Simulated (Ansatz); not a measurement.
KCl: deformation potentials from a series

```xyz
2
Lattice="3.6340 0.0000 0.0000 0.0000 3.6340 0.0000 0.0000 0.0000 3.6340" Properties=species:S:1:pos:R:3 pbc="T T T"
K     0.0000    0.0000    0.0000
Cl    1.8170    1.8170    1.8170
```

Atom numbers follow the list: K1, Cl2.

Conventional cell: a = 3.634 Å, b = 3.634 Å, c = 3.634 Å, α = 90.00°, β = 90.00°, γ = 90.00°. K (atom 1) is surrounded by 8 Cl at 3.15 Å. Cl (atom 2) is surrounded by 8 K at 3.15 Å.

The cell is COD entry 1000050, as deposited and not checked against the literature; nothing was relaxed.

Method: Ansatz 0.2.0, DFT, PBEsol, all-electron LAPW, scalar-relativistic.

The runs use a Γ-centred 7×7×7 k mesh, Fermi–Dirac smearing of 0.02 eV, basis error target 0.5 meV/atom, no spin polarisation.

The cell is scaled evenly. Fractional coordinates are held (clamped ions).

The valence-band top of this crystal doesn't lie at Γ but 0.24 eV above the top filled level there.

Only quantities that a quadratic follows smoothly over the whole series are listed; rougher ones are left out.

| ln(V/Vcell) | direct gap at Γ (eV) | smallest gap on mesh and path (eV) |
| --- | --- | --- |
| -0.0619 | 5.955 | 5.713 |
| -0.0408 | 5.832 | 5.592 |
| -0.0202 | 5.716 | 5.478 |
| 0.0000 | 5.606 | 5.370 |
| 0.0100 | 5.553 | 5.318 |
| 0.0198 | 5.501 | 5.268 |
| 0.0392 | 5.402 | 5.172 |
| 0.0583 | 5.307 | 5.080 |

(1) Fit the series and give the slopes at zero strain.

(2) One run, at ln(V/Vcell) = -0.0101, is withheld. Predict its row.

## Answers

(1) Least-squares fits y = p0 + p1 x + p2 x² to the rows give direct gap at Γ (eV): p1 = -5.37, p2 = 4.3; smallest gap on mesh and path (eV): p1 = -5.25, p2 = 4.7. So dEg/dln V = -5.4 eV for the direct gap at Γ, which isn't the fundamental gap here: that one has dEg/dln V = -5.2 eV. Semilocal gaps are too small, but their slopes carry over better.

(2) The fits give 5.661, 5.424; the run gave 5.660, 5.423.
